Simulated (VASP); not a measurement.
# Zn2Ga2O3 (P-3m1) in VASP: phonons with PBE

Aim: the phonons of Zn2Ga2O3 with PBE.

Program: VASP 6.6.1. These are calculated values, not measurements. Logs are shortened: lines on timing, memory, paths and dates and some standing lists are left out, and cuts for length are marked.

### 1 The structure

Symmetry: P-3m1, No. 164, trigonal system. Conventional cell: a = 2.980 Å, b = 2.980 Å, c = 13.776 Å, α = 90.00°, β = 90.00°, γ = 120.00°. Zn (site symmetry 3m) is surrounded by 9 Zn at 2.89 to 2.98 Å. Ga (site symmetry 3m) is surrounded by 3 O at 1.89 Å. Around O (site symmetry 3m) lie 3 Ga at 1.89 Å. O (site symmetry -3m) is surrounded by 6 Ga at 2.23 Å.

The cell was built by a generator and needn't be a form met in nature.

### 2 Phonons, PBE

The input, POSCAR:

```
Zn2Ga2O3
1.0
    2.9800520000      0.0000000000      0.0000000000
   -1.4900260000      2.5808000000      0.0000000000
    0.0000000000      0.0000000000     13.7759400000
Zn Ga O
2 2 3
Direct
    0.3333330000      0.6666670000      0.4157070000
    0.6666670000      0.3333330000      0.5842930000
    0.3333330000      0.6666670000      0.1034280000
    0.6666670000      0.3333330000      0.8965720000
    0.6666670000      0.3333330000      0.1603190000
    0.3333330000      0.6666670000      0.8396810000
    0.0000000000      0.0000000000      0.0000000000
```

The input, INCAR.step1:

```
PREC = Accurate
ENCUT = 520
EDIFF = 1E-8
ISMEAR = 0
SIGMA = 0.1
LREAL = False
LASPH = True
NELM = 80
ALGO = Fast
ISIF = 3
LWAVE = False
LCHARG = False
GGA = PE
KPAR = 4
IBRION = 2
NSW = 40
EDIFFG = -0.002
```

The input, INCAR.step2:

```
PREC = Accurate
ENCUT = 520
EDIFF = 1E-8
ISMEAR = 0
SIGMA = 0.1
LREAL = False
LASPH = True
NELM = 80
ALGO = Fast
ISIF = 2
LWAVE = False
LCHARG = False
GGA = PE
KPAR = 4
IBRION = 6
NFREE = 2
POTIM = 0.015
NSW = 1
```

The input, KPOINTS:

```
regular mesh
0
Gamma
  12 12 2
```

Potentials or basis: VASP PAW PBE potentials, release 64 (Zn, Ga_d, O).

On the command line:

```
> cat potpaw_PBE.64/Zn/POTCAR potpaw_PBE.64/Ga_d/POTCAR potpaw_PBE.64/O/POTCAR > POTCAR
> cp INCAR.step1 INCAR
> mpirun -np 4 vasp_std > vasp.out
> cp CONTCAR POSCAR
> cp INCAR.step2 INCAR
> mpirun -np 4 vasp_std > vasp.out
```

OUTCAR:

```text
PREC = Accurate
   ENCUT = 520
   EDIFF = 1E-8
   ISMEAR = 0
   LREAL = False
   LASPH = True
   NELM = 80
   ISIF = 2
   GGA = PE
   IBRION = 6
   NFREE = 2
   POTIM = 0.015
   NSW = 1

 ion  position               nearest neighbor table
   1  0.333  0.667  0.416-   2 2.89   2 2.89   2 2.89
   2  0.667  0.333  0.584-   1 2.89   1 2.89   1 2.89
   3  0.333  0.667  0.103-   5 1.89   5 1.89   5 1.89   7 2.23   7 2.23   7 2.23
   4  0.667  0.333  0.897-   6 1.89   6 1.89   6 1.89   7 2.23   7 2.23   7 2.23
   5  0.667  0.333  0.160-   3 1.89   3 1.89   3 1.89
   6  0.333  0.667  0.840-   4 1.89   4 1.89   4 1.89
   7  0.000  0.000  0.000-   3 2.23   4 2.23   3 2.23   4 2.23   4 2.23   3 2.23

  LATTYP: Found a hexagonal cell.
 ALAT       =     2.9797290993
 C/A-ratio  =     4.6431137030

  Lattice vectors:

 A1 = (   2.9797290993,   0.0000000000,   0.0000000000)
 A2 = (  -1.4898645497,   2.5805203601,   0.0000000000)
 A3 = (   0.0000000000,   0.0000000000,  13.8352210123)

Analysis of symmetry for initial positions (statically):
=====================================================================
 Subroutine PRICEL returns:
 Original cell was already a primitive cell.

 Routine SETGRP: Setting up the symmetry group for a
 hexagonal supercell.

 Subroutine GETGRP returns: Found 12 space group operations
 (whereof 12 operations were pure point group operations)
 out of a pool of 24 trial point group operations.

The static configuration has the point symmetry D_3d.

Analysis of symmetry for dynamics (positions and initial velocities):
=====================================================================
 Subroutine PRICEL returns:
 Original cell was already a primitive cell.

 Routine SETGRP: Setting up the symmetry group for a
 hexagonal supercell.

 Subroutine GETGRP returns: Found 12 space group operations
 (whereof 12 operations were pure point group operations)
 out of a pool of 24 trial point group operations.

The dynamic configuration has the point symmetry D_3d.

 Subroutine INISYM returns: Found 12 space group operations
 (whereof 12 operations are pure point group operations),
 and found     1 'primitive' translations

----------------------------------------------------------------------------------------

                                     Primitive cell

  volume of cell :     106.3825

  direct lattice vectors                    reciprocal lattice vectors
     2.979729099  0.000000000  0.000000000     0.335600978  0.193759370  0.000000000
    -1.489864550  2.580520360  0.000000000     0.000000000  0.387518741  0.000000000
     0.000000000  0.000000000 13.835221012     0.000000000  0.000000000  0.072279293

  length of vectors
     2.979729099  2.979728462 13.835221012     0.387518658  0.387518741  0.072279293

  position of ions in fractional coordinates (direct lattice)
     0.333333000  0.666667000  0.416019621
     0.666667000  0.333333000  0.583980379
     0.333333000  0.666667000  0.102972816
     0.666667000  0.333333000  0.897027184
     0.666667000  0.333333000  0.159629315
     0.333333000  0.666667000  0.840370685
     0.000000000  0.000000000  0.000000000

  ion indices of the primitive-cell ions
   primitive index   ion index
                 1           1
                 2           2
                 3           3
                 4           4
                 5           5
                 6           6
                 7           7

----------------------------------------------------------------------------------------

 KPOINTS: regular mesh

Automatic generation of k-mesh.
 Grid dimensions read from file:
 generate k-points for:   12   12    2

 Generating k-lattice:

  Cartesian coordinates                     Fractional coordinates (reciprocal lattice)
[... 53 lines left out ...]
   ICHARG =      2    charge: 1-file 2-atom 10-const
   ISPIN  =      1    spin polarized calculation?
   LNONCOLLINEAR =      F non collinear calculations
   LSORBIT =      F    spin-orbit coupling
   LASPH  =      T    aspherical Exc in radial PAW
   ENCUT  =  520.0 eV  38.22 Ry    6.18 a.u.   5.54  5.54 25.72*2*pi/ulx,y,z
   NELM   =     80;   NELMIN=  2; NELMDL=  0     # of ELM steps
   EDIFF  = 0.1E-07   stopping-criterion for ELM
   LREAL  =      F    real-space projection
   EDIFFG = 0.1E-06   stopping-criterion for IOM
   NSW    =    121    number of steps for IOM
   IBRION =      6    ionic relax: 0-MD 1-quasi-New 2-CG
   NFREE  =      2    steps in history (QN), initial steepest desc. (CG)
   ISIF   =      2    stress and relaxation
   ISYM   =      2    0-nonsym 1-usesym 2-fastsym
   POTIM  = 0.0150    time-step for ionic-motion
   TEBEG  =    0.0;   TEEND  =   0.0 temperature during run
   PSTRESS=    0.0 pullay stress
   NELECT =      68.0000    total number of electrons
   NUPDOWN=      -1.0000    fix difference up-down
   EMIN   =  10.00;   EMAX   =-10.00  energy-range for DOS
   EFERMI =   0.00;   METHOD = LEGACY
   ISMEAR =     0;   SIGMA  =   0.10  broadening in eV -4-tet -1-fermi 0-gaus
   EFERMI_NEDOS =   21; number of points for ismear=-14 and -15
   IALGO  =     68    algorithm
   IMIX   =      4    mixing-type and parameters
     AMIX     =   0.40;   BMIX     =  1.00
     AMIX_MAG =   1.60;   BMIX_MAG =  1.00
  volume/ion in A,a.u.               =      15.20       102.56
  Fermi-wavevector in a.u.,A,eV,Ry     =   1.410223  2.664935 27.058293  1.988728
  Thomas-Fermi vector in A             =   2.532199
   LORBIT       =      0    0 simple, 1 ext, 2 COOP (PROOUT), +10 PAW based schemes
   GGA     = PE    functional components
   LHFCALC =     F    Hartree Fock is set to
   AEXX    =    0.0000 exact exchange contribution
   IVDW    =     0    specifies the selected vdW correction
   LEPSILON=     F    determine dielectric tensor
   LRPA    =     F    only Hartree local field effects (RPA)
 finite differences with symmetry
 non-spin polarized calculation
 RMM-DIIS sequential band-by-band and
 Gauss-broadening in eV      SIGMA  =   0.10
  energy-cutoff  :      520.00
  volume of cell :      106.38
 maximum number of plane-waves:      2913
 NGX is ok and might be reduce to    24
   NGX = 11   NGY = 11   NGZ = 51

--------------------------------------- Ionic step        1  -------------------------------------------

 number of electron      67.9999996 magnetization

 Free energy of the ion-electron system (eV)
  ---------------------------------------------------
  ext. energy  EPLUGINS =         0.00000000
  ---------------------------------------------------
  free energy    TOTEN  =       -30.47131022 eV

  energy without entropy =      -30.46914272  energy(sigma->0) =      -30.47022647

------------------------ aborting loop because EDIFF is reached ----------------------------------------

  FORCE on cell =-STRESS in cart. coord.  units (eV):
  Direction    XX          YY          ZZ          XY          YZ          ZX
  --------------------------------------------------------------------------------------
  -------------------------------------------------------------------------------------
  Total       -0.0026440     -0.0026440      0.0052676      0.0000000     -0.0000000      0.0000000
  in kB       -0.0398201     -0.0398201      0.0793333      0.0000000     -0.0000000      0.0000000
  external PRESSURE =      -0.0001023 kB  Pullay stress =       0.0000000 kB
[... 104 lines left out ...]
  FREE ENERGIE OF THE ION-ELECTRON SYSTEM (eV)
  ---------------------------------------------------
  free  energy   TOTEN  =       -30.4712847540 eV

  energy  without entropy=      -30.4691149342  energy(sigma->0) =      -30.47019984

[... ionic steps 4 to 14 ...]

--------------------------------------- Ionic step       15  -------------------------------------------

 number of electron      67.9999994 magnetization

------------------------ aborting loop because EDIFF is reached ----------------------------------------
[... 77 lines left out ...]
--------------------------------------- Ionic step       17  -------------------------------------------

 number of electron      67.9999993 magnetization

 Free energy of the ion-electron system (eV)
  ---------------------------------------------------
  ext. energy  EPLUGINS =         0.00000000
  ---------------------------------------------------
  free energy    TOTEN  =       -30.46982774 eV

  energy without entropy =      -30.46766231  energy(sigma->0) =      -30.46874503

 E-fermi :   3.4503     XC(G=0): -10.0253

 val. band max:        3.4262246158   @ k =   0.0833   0.0000   0.5000
 cond. band min:       3.5964739798   @ k =   0.1667   0.0000   0.0000
 fundamental gap:      0.1702493640
 Fermi energy:         3.4503017228

 k-point     1 :       0.0000    0.0000    0.0000
  band No.  band energies     occupation
      1     -18.5288      2.00000
      2     -17.8587      2.00000
      3     -16.6250      2.00000
      4     -12.7463      2.00000
      5     -12.7463      2.00000
      6     -12.6268      2.00000
[... 1021 lines left out ...]
     39       8.7114      0.00000
     40       9.1318      0.00000

 [... further k-points ...]

------------------------ aborting loop because EDIFF is reached ----------------------------------------

  FORCE on cell =-STRESS in cart. coord.  units (eV):
  Direction    XX          YY          ZZ          XY          YZ          ZX
  --------------------------------------------------------------------------------------
  -------------------------------------------------------------------------------------
  Total        0.0019811      0.0019811      0.0076806      0.0000000     -0.0000000     -0.0000000
  in kB        0.0298366      0.0298366      0.1156740      0.0000000     -0.0000000     -0.0000000
  external PRESSURE =       0.0584490 kB  Pullay stress =       0.0000000 kB
[... 22 lines left out ...]
  FREE ENERGIE OF THE ION-ELECTRON SYSTEM (eV)
  ---------------------------------------------------
  free  energy   TOTEN  =       -30.4698277405 eV

  energy  without entropy=      -30.4676623125  energy(sigma->0) =      -30.46874503

 INTERNAL STRAIN TENSORS FROM DISPLACED ATOMS
 ============================================

 INTERNAL STRAIN TENSOR FOR ION    1 for displacements in x,y,z  (eV/Angst):
          X           Y           Z          XY          YZ          ZX
  --------------------------------------------------------------------------------
  x     0.00000     0.00000     0.00000     0.12438     0.00000     0.50935
  y     0.12438    -0.12438    -0.00000     0.00000     0.50936     0.00000
  z    -0.36622    -0.36622     3.81995     0.00000    -0.00000     0.00000

 INTERNAL STRAIN TENSOR FOR ION    7 for displacements in x,y,z  (eV/Angst):
          X           Y           Z          XY          YZ          ZX
  --------------------------------------------------------------------------------
  x     0.00000     0.00000     0.00000     0.00000     0.00000     0.00000
  y     0.00000     0.00000     0.00000     0.00000     0.00000     0.00000
  z     0.00000     0.00000     0.00000     0.00000     0.00000     0.00000

 Eigenvectors and eigenvalues of the dynamical matrix
 ----------------------------------------------------

   1 f  =   15.526195 THz    97.553957 2PiTHz  517.898103 cm-1    64.211152 meV
             X         Y         Z           dx          dy          dz
     -0.000001  1.720348  5.755723    -0.000113    0.000000    0.000000
      1.489866  0.860173  8.079498     0.000113   -0.000000   -0.000000
     -0.000001  1.720348  1.424652     0.290620   -0.000000    0.000000
      1.489866  0.860173 12.410569    -0.290620    0.000000   -0.000000
      1.489866  0.860173  2.208507    -0.644624    0.000000   -0.000000
     -0.000001  1.720348 11.626714     0.644624   -0.000000    0.000000
      0.000000  0.000000  0.000000     0.000000   -0.000000    0.000000
[... 191 lines left out ...]
  21 f/i=    2.486444 THz    15.622786 2PiTHz   82.938831 cm-1    10.283100 meV
             X         Y         Z           dx          dy          dz
     -0.000001  1.720348  5.755723     0.000830   -0.000000    0.000000
      1.489866  0.860173  8.079498     0.000830   -0.000000    0.000000
     -0.000001  1.720348  1.424652     0.207239   -0.000000   -0.000000
      1.489866  0.860173 12.410569     0.207239   -0.000000    0.000000
      1.489866  0.860173  2.208507     0.043488   -0.000000   -0.000000
     -0.000001  1.720348 11.626714     0.043488   -0.000000    0.000000
      0.000000  0.000000  0.000000    -0.954107    0.000000   -0.000000

 ELASTIC MODULI CONTR FROM IONIC RELAXATION (kBar)
 Direction    XX          YY          ZZ          XY          YZ          ZX
 --------------------------------------------------------------------------------
 XX        -718.7644    267.8788   -358.0361     -0.0000     13.4851      0.0000
 YY         267.8788   -718.7636   -358.0359      0.0000    -13.4851     -0.0000
 ZZ        -358.0361   -358.0359  -1158.3836      0.0000     -0.0000      0.0000
 XY          -0.0000      0.0000      0.0000   -493.3214     -0.0000     13.4854
 YZ          13.4851    -13.4851     -0.0000     -0.0000   -408.4508      0.0000
 ZX           0.0000     -0.0000      0.0000     13.4854      0.0000   -408.4483
 --------------------------------------------------------------------------------
```

Wall time 25 min (4 MPI ranks of Intel Xeon Platinum 8488C (Sapphire Rapids), shared host); peak memory 0.94 GiB.

What came out:

```yaml
Relaxed_volume: 15.20 Å³/atom
Relaxed_cell: a = 2.980 Å, b = 2.980 Å, c = 13.835 Å, α = 90.00°, β = 90.00°, γ = 120.00°
Space_group_after_relaxing_to_0.05_Å: P-3m1 (No. 164)
Highest_phonon_frequency_at_Γ_LO-TO_splitting_left_out: 518 cm⁻¹
Most_unstable_mode: 83i cm⁻¹
```

Final structure:
```
Zn Ga O
1.0
     2.97973    0.00000    0.00000
    -1.48986    2.58052    0.00000
     0.00000    0.00000   13.83522
Zn Ga O
2 2 3
Direct
  0.33333 0.66667 0.41602
  0.66667 0.33333 0.58398
  0.33333 0.66667 0.10297
  0.66667 0.33333 0.89703
  0.66667 0.33333 0.15963
  0.33333 0.66667 0.84037
  0.00000 0.00000 0.00000
```

Phonon frequencies in cm⁻¹ (negative: imaginary):
| q point | frequencies |
| --- | --- |
| (0.000, 0.000, 0.000) | -83 -83 -13 -13 0 7 7 21 38 38 64 64 125 199 458 498 509 516 516 518 518 |

Caveat: some modes are imaginary.
